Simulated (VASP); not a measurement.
# Mo (R-3m) in VASP: further runs

Runs on Mo. Level: r2SCAN. Tasks: single point, relaxation of cell and atoms.

Program: VASP 6.6.1. These are calculated values, not measurements. Logs are shortened: lines on timing, memory, paths and dates and some standing lists are left out, and cuts for length are marked.

## 1. The structure

The structure is trigonal, space group R-3m (No. 166). Conventional cell: a = 4.406 Å, b = 4.406 Å, c = 2.784 Å, α = 90.00°, β = 90.00°, γ = 120.00°. Mo (site symmetry -3m) is surrounded by 8 Mo at 2.71 to 2.78 Å.

The cell was built by a generator and needn't be a form met in nature.

## 2. Single point, r2SCAN

POSCAR

```
Mo
1.0
    4.4062228748      0.0000000000      0.0000000000
   -2.2031114374      3.8159009443      0.0000000000
    0.0000000000      0.0000000000      2.7837556461
Mo
3
Direct
    0.3333499089      0.0000000000      0.3333333333
    0.0000000000      0.3333499089      0.6666666667
    0.6666500911      0.6666500911      0.0000000000
```

INCAR.step1

```
SYSTEM = Mo
ALGO = Normal ; EDIFF = 1E-4
ENCUT = 520 ; GGA = PE
ISMEAR = 0 ; LASPH = .True.
LCHARG = .False. ; LREAL = .False.
LWAVE = .True. ; NBANDS = 28
NELM = 100 ; PREC = Accurate
SIGMA = 0.1
```

INCAR.step2

```
SYSTEM = Mo
ALGO = Normal ; EDIFF = 1E-7
ENCUT = 520 ; ISIF = 2
ISMEAR = 0 ; ISTART = 1
LASPH = .True. ; LCHARG = .True.
LELF = .True. ; LMIXTAU = .True.
LREAL = .False. ; LVHAR = .True.
LWAVE = .False. ; METAGGA = R2SCAN
NBANDS = 28 ; NELM = 100
PREC = Accurate ; SIGMA = 0.1
```

KPOINTS

```
k-points
0
Gamma
  6 6 4
  0 0 0
```

Potentials or basis: VASP PAW PBE potentials, release 64 (Mo_sv).

On the command line:

```console
$ cat potpaw_PBE.64/Mo_sv/POTCAR > POTCAR
$ cp INCAR.step1 INCAR
$ mpirun -np 1 vasp_std > vasp.out
$ cp INCAR.step2 INCAR
$ mpirun -np 1 vasp_std > vasp.out
```

OUTCAR:

```text
SYSTEM = Mo
   EDIFF = 1E-7
   ENCUT = 520
   ISIF = 2
   ISMEAR = 0
   ISTART = 1
   LASPH = .True.
   LREAL = .False.
   METAGGA = R2SCAN
   NELM = 100
   PREC = Accurate

 ion  position               nearest neighbor table
   1  0.333  0.000  0.333-   3 2.71   3 2.71   2 2.71   2 2.71   3 2.71   2 2.71   2 3.15   2 3.15
                             3 3.15   3 3.15   2 3.15   3 3.15
   2  0.000  0.333  0.667-   3 2.71   3 2.71   1 2.71   1 2.71   3 2.71   1 2.71   1 3.15   1 3.15
                             3 3.15   3 3.15   1 3.15   3 3.15
   3  0.667  0.667  0.000-   1 2.71   1 2.71   2 2.71   2 2.71   2 2.71   1 2.71   1 3.15   1 3.15
                             2 3.15   2 3.15   2 3.15   1 3.15

  LATTYP: Found a hexagonal cell.
 ALAT       =     4.4062228748
 C/A-ratio  =     0.6317782203

  Lattice vectors:

 A1 = (   4.4062228748,   0.0000000000,   0.0000000000)
 A2 = (  -2.2031114374,   3.8159009443,   0.0000000000)
 A3 = (   0.0000000000,   0.0000000000,   2.7837556461)

Analysis of symmetry for initial positions (statically):
=====================================================================
 Subroutine PRICEL returns:
 Original cell was already a primitive cell.

 Routine SETGRP: Setting up the symmetry group for a
 hexagonal supercell.

 Subroutine GETGRP returns: Found  6 space group operations
 (whereof  2 operations were pure point group operations)
 out of a pool of 24 trial point group operations.

The static configuration has the point symmetry C_2 .
 The point group associated with its full space group is D_3 .

Analysis of symmetry for dynamics (positions and initial velocities):
=====================================================================
 Subroutine PRICEL returns:
 Original cell was already a primitive cell.

 Routine SETGRP: Setting up the symmetry group for a
 hexagonal supercell.

 Subroutine GETGRP returns: Found  6 space group operations
 (whereof  2 operations were pure point group operations)
 out of a pool of 24 trial point group operations.

The dynamic configuration has the point symmetry C_2 .
 The point group associated with its full space group is D_3 .

 Subroutine INISYM returns: Found  6 space group operations
 (whereof  2 operations are pure point group operations),
 and found     1 'primitive' translations

----------------------------------------------------------------------------------------

                                     Primitive cell

  volume of cell :      46.8053

  direct lattice vectors                    reciprocal lattice vectors
     4.406222875  0.000000000  0.000000000     0.226951752  0.131030655  0.000000000
    -2.203111437  3.815900944  0.000000000     0.000000000  0.262061310  0.000000000
     0.000000000  0.000000000  2.783755646     0.000000000  0.000000000  0.359226932

  length of vectors
     4.406222875  4.406222875  2.783755646     0.262061310  0.262061310  0.359226932

  position of ions in fractional coordinates (direct lattice)
     0.333349909  0.000000000  0.333333333
     0.000000000  0.333349909  0.666666667
     0.666650091  0.666650091  0.000000000

  ion indices of the primitive-cell ions
   primitive index   ion index
                 1           1
                 2           2
                 3           3

----------------------------------------------------------------------------------------

 KPOINTS: k-points

Automatic generation of k-mesh.
 Grid dimensions read from file:
 generate k-points for:    6    6    4

 Generating k-lattice:

  Cartesian coordinates                     Fractional coordinates (reciprocal lattice)
     0.037825292  0.021838442  0.000000000     0.166666667 -0.000000000  0.000000000
     0.000000000  0.043676885  0.000000000     0.000000000  0.166666667  0.000000000
     0.000000000  0.000000000  0.089806733     0.000000000  0.000000000  0.250000000

  Length of vectors
     0.043676885  0.043676885  0.089806733

  Shift w.r.t. Gamma in fractional coordinates (k-lattice)
     0.000000000  0.000000000  0.000000000

 Subroutine IBZKPT returns following result:
 ===========================================

 Found     24 irreducible k-points:

 Following reciprocal coordinates:
            Coordinates               Weight
  0.000000  0.000000  0.000000      1.000000
  0.166667  0.000000  0.000000      6.000000
  0.333333  0.000000  0.000000      6.000000
  0.500000  0.000000  0.000000      3.000000
  0.166667  0.166667  0.000000      6.000000
  0.333333  0.166667  0.000000     12.000000
[... 16 lines left out ...]
  0.333333  0.166667  0.500000     12.000000
  0.333333  0.333333  0.500000      2.000000
   k-points           NKPTS =     24   k-points in BZ     NKDIM =     24   number of bands    NBANDS=     28
   number of dos      NEDOS =    301   number of ions     NIONS =      3
   total plane-waves  NPLWV =  31104
   dimension x,y,z NGX =    36 NGY =   36 NGZ =   24
   dimension x,y,z NGXF=    72 NGYF=   72 NGZF=   48
   ions per type =               3
   NGX,Y,Z   is equivalent  to a cutoff of  13.58, 13.58, 14.33 a.u.
   NGXF,Y,Z  is equivalent  to a cutoff of  27.17, 27.17, 28.67 a.u.
 SYSTEM =  Mo
   PREC   = accura    normal or accurate (medium, high low for compatibility)
   ISTART =      1    job   : 0-new  1-cont  2-samecut
   ICHARG =      0    charge: 1-file 2-atom 10-const
   ISPIN  =      1    spin polarized calculation?
   LNONCOLLINEAR =      F non collinear calculations
   LSORBIT =      F    spin-orbit coupling
   LASPH  =      T    aspherical Exc in radial PAW
   ENCUT  =  520.0 eV  38.22 Ry    6.18 a.u.   8.19  8.19  5.18*2*pi/ulx,y,z
   NELM   =    100;   NELMIN=  2; NELMDL=  0     # of ELM steps
   EDIFF  = 0.1E-06   stopping-criterion for ELM
   LREAL  =      F    real-space projection
   EDIFFG = 0.1E-05   stopping-criterion for IOM
   NSW    =      0    number of steps for IOM
   IBRION =     -1    ionic relax: 0-MD 1-quasi-New 2-CG
   NFREE  =      0    steps in history (QN), initial steepest desc. (CG)
   ISIF   =      2    stress and relaxation
   ISYM   =      2    0-nonsym 1-usesym 2-fastsym
   POTIM  = 0.5000    time-step for ionic-motion
   TEBEG  =    0.0;   TEEND  =   0.0 temperature during run
   PSTRESS=    0.0 pullay stress
   NELECT =      42.0000    total number of electrons
   NUPDOWN=      -1.0000    fix difference up-down
   EMIN   =  10.00;   EMAX   =-10.00  energy-range for DOS
   EFERMI =   0.00;   METHOD = LEGACY
   ISMEAR =     0;   SIGMA  =   0.10  broadening in eV -4-tet -1-fermi 0-gaus
   EFERMI_NEDOS =   21; number of points for ismear=-14 and -15
   IALGO  =     38    algorithm
   IMIX   =      4    mixing-type and parameters
     AMIX     =   0.40;   BMIX     =  1.00
     AMIX_MAG =   1.60;   BMIX_MAG =  1.00
  volume/ion in A,a.u.               =      15.60       105.29
  Fermi-wavevector in a.u.,A,eV,Ry     =   1.579040  2.983952 33.924308  2.493366
  Thomas-Fermi vector in A             =   2.679479
   LORBIT       =      0    0 simple, 1 ext, 2 COOP (PROOUT), +10 PAW based schemes
   METAGGA = R2SCAN    functional components
   LHFCALC =     F    Hartree Fock is set to
   AEXX    =    0.0000 exact exchange contribution
   IVDW    =     0    specifies the selected vdW correction
   LEPSILON=     F    determine dielectric tensor
   LRPA    =     F    only Hartree local field effects (RPA)
 non-spin polarized calculation
 Gauss-broadening in eV      SIGMA  =   0.10
  energy-cutoff  :      520.00
  volume of cell :       46.81
 maximum number of plane-waves:      1290
 NGX is ok and might be reduce to    36
   NGX = 17   NGY = 17   NGZ = 11

 number of electron      41.9999999 magnetization

 Free energy of the ion-electron system (eV)
  ---------------------------------------------------
  ext. energy  EPLUGINS =         0.00000000
  ---------------------------------------------------
  free energy    TOTEN  =       -78.20676492 eV

  energy without entropy =      -78.20065612  energy(sigma->0) =      -78.20371052

 E-fermi :  12.6561     XC(G=0): -14.6420

 val. band max:       12.5306714357   @ k =   0.3333   0.0000   0.5000
 cond. band min:      12.6601201421   @ k =   0.3333   0.1667   0.2500
 fundamental gap:      0.1294487064
 Fermi energy:        12.6560567203

 k-point     1 :       0.0000    0.0000    0.0000
  band No.  band energies     occupation
      1     -50.6194      2.00000
      2     -50.2640      2.00000
      3     -50.2640      2.00000
      4     -24.1548      2.00000
      5     -24.1545      2.00000
      6     -24.1545      2.00000
[... 20 lines left out ...]
     27      14.7881      0.00000
     28      14.7884      0.00000

 k-point     2 :       0.1667    0.0000    0.0000
  band No.  band energies     occupation
      1     -50.5921      2.00000
      2     -50.2811      2.00000
      3     -50.2753      2.00000
      4     -24.4049      2.00000
      5     -24.3442      2.00000
      6     -23.8680      2.00000
[... 20 lines left out ...]
     27      15.1879      0.00000
     28      15.3767      0.00000

 k-point     3 :       0.3333    0.0000    0.0000
  band No.  band energies     occupation
      1     -50.5191      2.00000
      2     -50.3370      2.00000
      3     -50.2947      2.00000
      4     -24.5756      2.00000
      5     -24.2983      2.00000
      6     -23.6581      2.00000
[... 20 lines left out ...]
     27      15.1827      0.00000
     28      15.6225      0.00000

 k-point     4 :       0.5000    0.0000    0.0000
  band No.  band energies     occupation
      1     -50.4242      2.00000
      2     -50.4241      2.00000
      3     -50.3037      2.00000
      4     -24.6361      2.00000
      5     -24.0131      2.00000
      6     -24.0129      2.00000
[... 20 lines left out ...]
     27      15.0525      0.00000
     28      15.2212      0.00000

 k-point     5 :       0.1667    0.1667    0.0000
  band No.  band energies     occupation
      1     -50.5420      2.00000
      2     -50.3041      2.00000
      3     -50.3041      2.00000
      4     -24.4421      2.00000
      5     -24.4419      2.00000
      6     -23.6776      2.00000
[... 20 lines left out ...]
     27      15.3345      0.00000
     28      15.3346      0.00000

 k-point     6 :       0.3333    0.1667    0.0000
  band No.  band energies     occupation
      1     -50.4589      2.00000
      2     -50.3704      2.00000
      3     -50.3227      2.00000
      4     -24.5257      2.00000
      5     -24.2615      2.00000
      6     -23.8915      2.00000
[... 463 lines left out ...]
      5     -24.2209      2.00000
      6     -24.2208      2.00000
[... 20 lines left out ...]
     27      15.6888      0.00000
     28      17.4127      0.00000

 k-point    22 :       0.1667    0.1667    0.5000
  band No.  band energies     occupation
      1     -50.3404      2.00000
      2     -50.3404      2.00000
      3     -50.1711      2.00000
      4     -24.3584      2.00000
      5     -24.3584      2.00000
      6     -24.2303      2.00000
[... 20 lines left out ...]
     27      16.7533      0.00000
     28      18.4997      0.00000

 k-point    23 :       0.3333    0.1667    0.5000
  band No.  band energies     occupation
      1     -50.3270      2.00000
      2     -50.2941      2.00000
      3     -50.2314      2.00000
      4     -24.5275      2.00000
      5     -24.3743      2.00000
      6     -24.3214      2.00000
[... 20 lines left out ...]
     27      16.6875      0.00000
     28      17.7508      0.00000

 k-point    24 :       0.3333    0.3333    0.5000
  band No.  band energies     occupation
      1     -50.2842      2.00000
      2     -50.2842      2.00000
      3     -50.2842      2.00000
      4     -24.4652      2.00000
      5     -24.4652      2.00000
      6     -24.4652      2.00000
[... 20 lines left out ...]
     27      17.1807      0.00000
     28      18.8474      0.00000

------------------------ aborting loop because EDIFF is reached ----------------------------------------

  FORCE on cell =-STRESS in cart. coord.  units (eV):
  Direction    XX          YY          ZZ          XY          YZ          ZX
  --------------------------------------------------------------------------------------
  -------------------------------------------------------------------------------------
  Total        0.4448762      0.4448762      0.2921490     -0.0000000      0.0000000     -0.0000000
  in kB       15.2284292     15.2284292     10.0004680     -0.0000000      0.0000000     -0.0000000
  external PRESSURE =      13.4857755 kB  Pullay stress =       0.0000000 kB

 VOLUME and BASIS-vectors are now :
 -----------------------------------------------------------------------------
  energy-cutoff  :      520.00
  volume of cell :       46.81
      direct lattice vectors                 reciprocal lattice vectors
     4.406222875  0.000000000  0.000000000     0.226951752  0.131030655  0.000000000
    -2.203111437  3.815900944  0.000000000     0.000000000  0.262061310  0.000000000
     0.000000000  0.000000000  2.783755646     0.000000000  0.000000000  0.359226932

 POSITION                                       TOTAL-FORCE (eV/Angst)
 -----------------------------------------------------------------------------------
      1.46881      0.00000      0.92792        -0.001476      0.000000      0.000000
     -0.73441      1.27203      1.85584         0.000738     -0.001278     -0.000000
      1.46870      2.54387      0.00000         0.000738      0.001278     -0.000000
 -----------------------------------------------------------------------------------
    total drift:                                0.000000     -0.000000      0.000000

  FREE ENERGIE OF THE ION-ELECTRON SYSTEM (eV)
  ---------------------------------------------------
  free  energy   TOTEN  =       -78.2067649213 eV

  energy  without entropy=      -78.2006561250  energy(sigma->0) =      -78.20371052
```

It took 99 s on 1 thread of Intel Xeon Platinum 8259CL at 2.50GHz (Skylake/Cascade Lake), shared host; peak memory 0.18 GiB.

Results:

```yaml
Free_energy: -78.2068 eV
Pressure: 1.3 GPa
Band_gap_on_the_k_mesh: none (metal or under the smearing width)
```

Levels at points of the mesh, in eV from the Fermi level:
```csv
k point,band 18,band 19,band 20,band 21,band 22,band 23,band 24,band 25
"(0.00, 0.00, 0.00)",-2.50,-2.50,-1.69,-1.69,-1.13,1.88,1.88,2.13
"(0.50, 0.00, 0.00)",-2.62,-2.32,-2.32,0.61,0.61,1.70,1.75,2.08
"(0.00, 0.00, 0.50)",-3.34,-3.23,-3.23,2.38,2.38,2.38,2.38,3.70
"(0.50, 0.00, 0.50)",-3.63,-2.08,-2.08,1.23,1.23,1.34,1.94,2.68
```

Caveat: the k mesh is coarse (spacing up to 0.56 Å⁻¹), so the values aren't converged; the PAW data sets were made with another functional, which shifts forces and pressure a little.

[end of part 1 of 2]
